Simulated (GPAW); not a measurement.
# CuO (P-6m2) in GPAW: further runs

The runs below take CuO through relaxation of cell and atoms, with BLYP+D3, LDA, PBEint.

Program: GPAW 26.7.0. These are calculated values, not measurements. Logs are shortened: lines on timing, memory, paths and dates and some standing lists are left out, and cuts for length are marked. The log counts tension as positive stress, the text compression.

**1. Starting point**

It takes space group P-6m2 (No. 187, hexagonal). The conventional cell has a = 2.836 Å, b = 2.836 Å, c = 2.768 Å, α = 90.00°, β = 90.00°, γ = 120.00°. Cu (site symmetry -6m2) has 6 O at 2.14 Å as nearest neighbours. O (site symmetry -6m2) has 6 Cu at 2.14 Å as nearest neighbours.

Measurements of this composition are mostly on another form, of space group No. 15.

**2. Relaxation of cell and atoms, BLYP+D3, target pressure 1 GPa, at which the enthalpy is minimised**

The input, run.py:

```python
from ase.calculators.mixing import SumCalculator
from ase.filters import FrechetCellFilter
from ase.io import read, write
from ase.optimize import BFGS
from ase.units import GPa
from dftd3.ase import DFTD3
from gpaw import GPAW, PW, setup_paths

setup_paths.insert(0, '.')

atoms = read('CuO.xyz')

calc = GPAW(mode=PW(800),
            xc='BLYP',
            kpts={'size': (8, 8, 7), 'gamma': True},
            occupations={'name': 'fermi-dirac', 'width': 0.05},
            nbands=19,
            convergence={'density': 1e-05, 'energy': 1e-05},
            eigensolver='davidson',
            maxiter=150,
            txt='gpaw.txt')
atoms.calc = SumCalculator([calc, DFTD3(method='blyp', damping='d3zero')])
opt = BFGS(FrechetCellFilter(atoms, scalar_pressure=1 * GPa), trajectory='relax.traj', logfile='-')
done = opt.run(fmax=0.05, steps=100)
calc.write('gs.gpw')
write('result.traj', atoms)
print('Converged:', done)
print('Cell:', atoms.cell.cellpar().round(4))
print('Volume:', round(atoms.get_volume(), 4))
print(atoms.get_scaled_positions().round(5))
```

The input, CuO.xyz:

```xyz
2
Lattice="2.8363251093 0.0000000000 0.0000000000 -1.4181625547 2.4563295981 0.0000000000 0.0000000000 0.0000000000 2.7681127800" Properties=species:S:1:pos:R:3 pbc="T T T"
Cu     0.0000000000      0.0000000000      0.0000000000
O      1.4181625548      0.8187765326      1.3840563900
```

Potentials or basis: PAW data sets generated in the run's folder for this functional, pw.

On the command line:

```console
> gpaw-setup -f BLYP Cu O
> OMP_NUM_THREADS=1 python run.py
```

gpaw.txt:

```text
__  _  _
 | _ |_)|_||  |
 |__||  | ||/\| - 26.7.0

Input parameters:
  mode=PW(ecut=800.0),
  convergence={'density': 1e-05, 'energy': 1e-05},
  eigensolver=Davidson(niter=2),
  kpts=MonkhorstPack(size=(8, 8, 7), gamma=True),
  maxiter=150,
  nbands=19,
  occupations=Occupations(name='fermi-dirac', width=0.05),
  xc=XC(name='BLYP')

Diagonalizing LCAO Hamiltonian
Converting LCAO to pw mode

           O

       Cu

Atoms  # Å, Bohr magnetons
|   | symbol |        x |        y |        z |    initial magnetic moments |
|---|--------|----------|----------|----------|-----------------------------|
| 0 |     Cu | 0.000000 | 0.000000 | 0.000000 | ( 0.0000,  0.0000,  0.0000) |
| 1 |      O | 1.418163 | 0.818777 | 1.384056 | ( 0.0000,  0.0000,  0.0000) |

Unit cell  # Å
| periodic |         x |        y |        z |  lengths |     angles |
|----------|-----------|----------|----------|----------|------------|
|      yes |  2.836325 | 0.000000 | 0.000000 | 2.836325 |  90.000000 |
|      yes | -1.418163 | 2.456330 | 0.000000 | 2.836325 |  90.000000 |
|      yes |  0.000000 | 0.000000 | 2.768113 | 2.768113 | 120.000000 |

Number of symmetries: 12
Symmetry operations  # r_c * U_cc + t_c -> r_c
|    | kind |            matrix            |
|----|------|------------------------------|
|  0 |  σ   |  1, 1, 0,  0,-1, 0,  0, 0, 1 |
|  1 |  C2  |  1, 1, 0,  0,-1, 0,  0, 0,-1 |
|  2 |  E   |  1, 0, 0,  0, 1, 0,  0, 0, 1 |
|  3 |  σ   |  1, 0, 0,  0, 1, 0,  0, 0,-1 |
|  4 |  C3  |  0, 1, 0, -1,-1, 0,  0, 0, 1 |
|  5 |  S3  |  0, 1, 0, -1,-1, 0,  0, 0,-1 |
|  6 |  σ   |  0,-1, 0, -1, 0, 0,  0, 0, 1 |
|  7 |  C2  |  0,-1, 0, -1, 0, 0,  0, 0,-1 |
|  8 |  σ   | -1, 0, 0,  1, 1, 0,  0, 0, 1 |
|  9 |  C2  | -1, 0, 0,  1, 1, 0,  0, 0,-1 |
| 10 |  C3  | -1,-1, 0,  1, 0, 0,  0, 0, 1 |
| 11 |  S3  | -1,-1, 0,  1, 0, 0,  0, 0,-1 |
[... 123 lines left out ...]
xc functional:
  name: BLYP with 2 nearest neighbor stencil

convergence criteria:
- Maximum integral of absolute [dens]ity change: 1e-05 electrons / valence electron
- Maximum [total energy] change in last 3 cyles: 1e-05 eV / valence electron
- Maximum integral of absolute [eigenst]ate change: 4e-08 eV^2 / valence electron
maximum number of iterations: 150

SCF iterations
|iter     | |      energy | eigst |  dens |
|---------|-|-------------|-------|-------|
|iter:   1| |  -11.455616 | -0.07 |       |
|iter:   2| |  -10.216015 | -1.88 | -0.89 |
|iter:   3| |   -8.510454 | -1.19 | -0.97 |
|iter:   4| |   -8.429642 | -2.66 | -1.51 |
|iter:   5| |   -8.416083 | -3.03 | -1.74 |
|iter:   6| |   -8.406205 | -3.55 | -2.10 |
|iter:   7| |   -8.405747 | -4.54 | -2.57 |
|iter:   8| |   -8.405752 | -5.70 | -3.19 |
|iter:   9| |   -8.405745c| -6.61 | -3.56 |
|iter:  10| |   -8.405745c| -8.17c| -4.78 |
|iter:  11| |   -8.405745c| -8.94c| -4.98 |
|iter:  12| |   -8.405745c| -9.78c| -5.39c|

Converged in 12 steps
Energy contributions relative to reference atoms: (reference = -47074.240493)

Energy contributions:
  Kinetic:           6.843859
  Coulomb:          -8.177866
  Zero:              0.220927
  External:          0.000000
  Xc:               -7.278822
  Entropy:          -0.027685
  Spinorbit:         0.000000
  ----------------------------
  Free energy:      -8.419587
  Extrapolated:     -8.405745
[... 27 lines left out ...]
No gap
No difference between direct/indirect transitions

Stress tensor  # eV/Ang^3
|         x |         y |         z |
|-----------|-----------|-----------|
| -0.066774 | -0.000000 |  0.000000 |
| -0.000000 | -0.066774 |  0.000000 |
|  0.000000 |  0.000000 | -0.002882 |

Forces  # eV/Ang
|        x |        y |       z |
|----------|----------|---------|
|  0.00000 | -0.00000 | 0.00000 |  # Cu   0
| -0.00000 | -0.00000 | 0.00000 |  # O    1

Interpolating wave functions to new cell

           O

       Cu

Atoms  # Å, Bohr magnetons
|   | symbol |        x |        y |         z |    initial magnetic moments |
|---|--------|----------|----------|-----------|-----------------------------|
| 0 |     Cu | 0.000000 | 0.000000 | -0.000000 | ( 0.0000,  0.0000,  0.0000) |
| 1 |      O | 1.418768 | 0.819126 |  1.377853 | ( 0.0000,  0.0000,  0.0000) |

Unit cell  # Å
| periodic |         x |         y |         z |  lengths |     angles |
|----------|-----------|-----------|-----------|----------|------------|
|      yes |  2.837537 |  0.000000 | -0.000000 | 2.837537 |  90.000000 |
|      yes | -1.418768 |  2.457379 | -0.000000 | 2.837537 |  90.000000 |
|      yes | -0.000000 | -0.000000 |  2.755707 | 2.755707 | 120.000000 |

Number of symmetries: 12
Symmetry operations  # r_c * U_cc + t_c -> r_c
|    | kind |            matrix            |
|----|------|------------------------------|
|  0 |  σ   |  1, 1, 0,  0,-1, 0,  0, 0, 1 |
|  1 |  C2  |  1, 1, 0,  0,-1, 0,  0, 0,-1 |
|  2 |  E   |  1, 0, 0,  0, 1, 0,  0, 0, 1 |
|  3 |  σ   |  1, 0, 0,  0, 1, 0,  0, 0,-1 |
|  4 |  C3  |  0, 1, 0, -1,-1, 0,  0, 0, 1 |
|  5 |  S3  |  0, 1, 0, -1,-1, 0,  0, 0,-1 |
|  6 |  σ   |  0,-1, 0, -1, 0, 0,  0, 0, 1 |
|  7 |  C2  |  0,-1, 0, -1, 0, 0,  0, 0,-1 |
|  8 |  σ   | -1, 0, 0,  1, 1, 0,  0, 0, 1 |
|  9 |  C2  | -1, 0, 0,  1, 1, 0,  0, 0,-1 |
| 10 |  C3  | -1,-1, 0,  1, 0, 0,  0, 0, 1 |
| 11 |  S3  | -1,-1, 0,  1, 0, 0,  0, 0,-1 |
[... 186 lines left out ...]
No gap
No difference between direct/indirect transitions

Stress tensor  # eV/Ang^3
|         x |         y |         z |
|-----------|-----------|-----------|
| -0.069265 | -0.000000 |  0.000000 |
| -0.000000 | -0.069265 |  0.000000 |
|  0.000000 |  0.000000 | -0.013163 |

Forces  # eV/Ang
|       x |        y |       z |
|---------|----------|---------|
| 0.00000 | -0.00000 | 0.00000 |  # Cu   0
| 0.00000 | -0.00000 | 0.00000 |  # O    1

Interpolating wave functions to new cell

           O

       Cu

Atoms  # Å, Bohr magnetons
|   | symbol |        x |        y |        z |    initial magnetic moments |
|---|--------|----------|----------|----------|-----------------------------|
| 0 |     Cu | 0.000000 | 0.000000 | 0.000000 | ( 0.0000,  0.0000,  0.0000) |
| 1 |      O | 1.424500 | 0.822436 | 1.342130 | ( 0.0000,  0.0000,  0.0000) |

Unit cell  # Å
| periodic |         x |         y |         z |  lengths |     angles |
|----------|-----------|-----------|-----------|----------|------------|
|      yes |  2.849000 |  0.000000 | -0.000000 | 2.849000 |  90.000000 |
|      yes | -1.424500 |  2.467307 | -0.000000 | 2.849000 |  90.000000 |
|      yes | -0.000000 | -0.000000 |  2.684260 | 2.684260 | 120.000000 |
[... 205 lines left out ...]
No gap
No difference between direct/indirect transitions

Stress tensor  # eV/Ang^3
|         x |         y |         z |
|-----------|-----------|-----------|
| -0.081210 | -0.000000 |  0.000000 |
| -0.000000 | -0.081210 |  0.000000 |
|  0.000000 |  0.000000 | -0.074658 |

Forces  # eV/Ang
|       x |       y |       z |
|---------|---------|---------|
| 0.00000 | 0.00000 | 0.00000 |  # Cu   0
| 0.00000 | 0.00000 | 0.00000 |  # O    1

Interpolating wave functions to new cell

           O

       Cu

Atoms  # Å, Bohr magnetons
|   | symbol |        x |        y |        z |    initial magnetic moments |
|---|--------|----------|----------|----------|-----------------------------|
| 0 |     Cu | 0.000000 | 0.000000 | 0.000000 | ( 0.0000,  0.0000,  0.0000) |
| 1 |      O | 1.426613 | 0.823656 | 1.341285 | ( 0.0000,  0.0000,  0.0000) |

Unit cell  # Å
| periodic |         x |         y |         z |  lengths |     angles |
|----------|-----------|-----------|-----------|----------|------------|
|      yes |  2.853226 |  0.000000 | -0.000000 | 2.853226 |  90.000000 |
|      yes | -1.426613 |  2.470967 | -0.000000 | 2.853226 |  90.000000 |
|      yes | -0.000000 | -0.000000 |  2.682569 | 2.682569 | 120.000000 |
[... 203 lines left out ...]
No gap
No difference between direct/indirect transitions

Stress tensor  # eV/Ang^3
|         x |         y |         z |
|-----------|-----------|-----------|
| -0.077799 | -0.000000 |  0.000000 |
| -0.000000 | -0.077799 |  0.000000 |
|  0.000000 |  0.000000 | -0.073712 |

Forces  # eV/Ang
|       x |        y |       z |
|---------|----------|---------|
| 0.00000 | -0.00000 | 0.00000 |  # Cu   0
| 0.00000 |  0.00000 | 0.00000 |  # O    1

Interpolating wave functions to new cell

           O

       Cu

Atoms  # Å, Bohr magnetons
|   | symbol |        x |        y |        z |    initial magnetic moments |
|---|--------|----------|----------|----------|-----------------------------|
| 0 |     Cu | 0.000000 | 0.000000 | 0.000000 | ( 0.0000,  0.0000,  0.0000) |
| 1 |      O | 1.438290 | 0.830397 | 1.336956 | ( 0.0000,  0.0000,  0.0000) |

Unit cell  # Å
| periodic |         x |         y |         z |  lengths |     angles |
|----------|-----------|-----------|-----------|----------|------------|
|      yes |  2.876580 |  0.000000 | -0.000000 | 2.876580 |  90.000000 |
|      yes | -1.438290 |  2.491191 | -0.000000 | 2.876580 |  90.000000 |
|      yes | -0.000000 | -0.000000 |  2.673913 | 2.673913 | 120.000000 |
[... 204 lines left out ...]
No gap
No difference between direct/indirect transitions

Stress tensor  # eV/Ang^3
|         x |         y |         z |
|-----------|-----------|-----------|
| -0.059390 | -0.000000 |  0.000000 |
| -0.000000 | -0.059390 |  0.000000 |
|  0.000000 |  0.000000 | -0.068225 |

Forces  # eV/Ang
|       x |       y |       z |
|---------|---------|---------|
| 0.00000 | 0.00000 | 0.00000 |  # Cu   0
| 0.00000 | 0.00000 | 0.00000 |  # O    1

# Writing to gs.gpw (mode='')
```

It took 58 s on 1 thread of Arm Neoverse V1, shared host; peak memory 0.22 GiB.

Results:

- Free energy: -9.3861 eV
- Relaxed volume: 9.58 Å³/atom
- Relaxed cell: a = 2.877 Å, b = 2.877 Å, c = 2.674 Å, α = 90.00°, β = 90.00°, γ = 120.00°
- Space group after relaxing (to 0.05 Å): P-6m2 (No. 187)
- Energy change on relaxing (the enthalpy is what falls): -11.0 meV/atom
- Ionic steps: 5
- Pressure after relaxing: 1.0 GPa
- Band gap on the k mesh: none (metal or under the smearing width)
- Dispersion energy per atom: -0.478 eV

The path:
```tsv
step	energy change (eV)	largest force (eV/Å)	pressure (GPa)	volume (Å³)
1	0.0000	0.0000	-1.82	19.29
2	-0.0042	0.0000	-1.02	19.22
3	-0.0150	0.0000	3.50	18.87
4	-0.0165	0.0000	3.12	18.91
5	-0.0219	0.0000	1.05	19.16
```

Final structure:
```
CELL_PARAMETERS angstrom
2.87658 0.00000 0.00000
-1.43829 2.49119 0.00000
0.00000 0.00000 2.67391
ATOMIC_POSITIONS crystal
Cu 0.00000 0.00000 0.00000
O 0.66667 0.33333 0.50000
```

Caveat: with this Cu data set, volumes or pressures lay over 1.5 % or 2 GPa off other programs in two to four cells of ten; later steps reuse the first step's grids; an odd number of electrons without spin polarisation forces a metal; a magnetic or distorted state may lie lower; the run has no spin polarisation, though such a crystal can be magnetic; semilocal functionals often make such compounds metallic where correlation or magnetic order opens a gap, which also shifts bond lengths; pairwise dispersion overbinds metals, which lowers pressure and volume. With open d or f shells a metallic result of BLYP can be an artefact of self-interaction; +U or a hybrid may open a gap.

**3. Relaxation of cell and atoms, LDA**

The input, run.py:

```python
from ase import Atoms
from ase.filters import FrechetCellFilter
from ase.io import write
from ase.optimize import BFGS
from gpaw import GPAW, PW

atoms = Atoms(['Cu', 'O'],
              cell=[[2.8363251093, 0.0, 0.0],
                    [-1.4181625547, 2.4563295981, 0.0],
                    [0.0, 0.0, 2.76811278]],
              scaled_positions=[[0.0, 0.0, 0.0],
                                [0.6666666667, 0.3333333333, 0.5]],
              pbc=True)

calc = GPAW(mode=PW(800),
            xc='LDA',
            kpts={'size': (8, 8, 7), 'gamma': True},
            occupations={'name': 'fermi-dirac', 'width': 0.05},
            nbands=19,
            convergence={'density': 1e-06, 'energy': 1e-06, 'eigenstates': 1e-10},
            maxiter=150,
            txt='gpaw.txt')
atoms.calc = calc
opt = BFGS(FrechetCellFilter(atoms), trajectory='relax.traj', logfile='-')
done = opt.run(fmax=0.01, steps=60)
calc.write('gs.gpw')
write('result.traj', atoms)
print('Converged:', done)
print('Cell:', atoms.cell.cellpar().round(4))
print('Volume:', round(atoms.get_volume(), 4))
print(atoms.get_scaled_positions().round(5))
```

Potentials or basis: the program's PAW data sets (release 1.2.1) made for this functional, pw.

On the command line:

```console
> OMP_NUM_THREADS=1 python run.py
```

Wall time 95 s (1 thread of Arm Neoverse V1, shared host); peak memory 0.18 GiB.

The run converged. Its results:

```yaml
Free_energy: -11.1943 eV
Relaxed_volume: 8.93 Å³/atom
Relaxed_cell: a = 2.802 Å, b = 2.802 Å, c = 2.627 Å, α = 90.00°, β = 90.00°, γ = 120.00°
Space_group_after_relaxing_to_0.05_Å: P-6m2 (No. 187)
Energy_gained_by_relaxing: 44.2 meV/atom
Ionic_steps: 7
Pressure_after_relaxing: -0.1 GPa
Band_gap_on_the_k_mesh: none (metal or under the smearing width)
```

Step by step:
| step | energy change (eV) | largest force (eV/Å) | pressure (GPa) | volume (Å³) |
| --- | --- | --- | --- | --- |
| 1 | 0.0000 | 0.0000 | -15.41 | 19.29 |
| 2 | -0.0360 | 0.0000 | -12.18 | 18.91 |
| 3 | -0.0837 | 0.0000 | 2.68 | 17.60 |
| 4 | -0.0858 | 0.0000 | 0.47 | 17.77 |
| 5 | -0.0864 | 0.0000 | 0.24 | 17.79 |
| 6 | -0.0884 | 0.0000 | -0.25 | 17.87 |
| 7 | -0.0884 | 0.0000 | -0.06 | 17.86 |

Final structure:
```yaml
crystal:
  lattice:
    - [2.80158, 0.00000, 0.00000]
    - [-1.40079, 2.42624, 0.00000]
    - [0.00000, 0.00000, 2.62711]
  atoms:
    - { symbol: Cu, position: [0.00000, 0.00000, 0.00000] }
    - { symbol: O, position: [0.66667, 0.33333, 0.50000] }
```

Levels at points of the mesh, in eV from the Fermi level:
```csv
k point,band 5,band 6,band 7,band 8,band 9,band 10,band 11,band 12,band 13,band 14
"(0.00, 0.00, 0.00)",-2.60,-1.90,-1.90,-0.11,-0.11,1.47,15.76,16.38,16.38,20.22
"(0.50, 0.50, 0.00)",-3.30,-2.02,-1.44,-1.34,0.36,6.30,9.28,15.85,17.71,18.90
```

Caveat: with this Cu data set, volumes or pressures lay over 1.5 % or 2 GPa off other programs in two to four cells of ten; later steps reuse the first step's grids; an odd number of electrons without spin polarisation forces a metal; a magnetic or distorted state may lie lower; the run has no spin polarisation, though such a crystal can be magnetic; semilocal functionals often make such compounds metallic where correlation or magnetic order opens a gap, which also shifts bond lengths. With open d or f shells a metallic result of LDA can be an artefact of self-interaction; +U or a hybrid may open a gap.

(Part 1 of 2 ends here.)
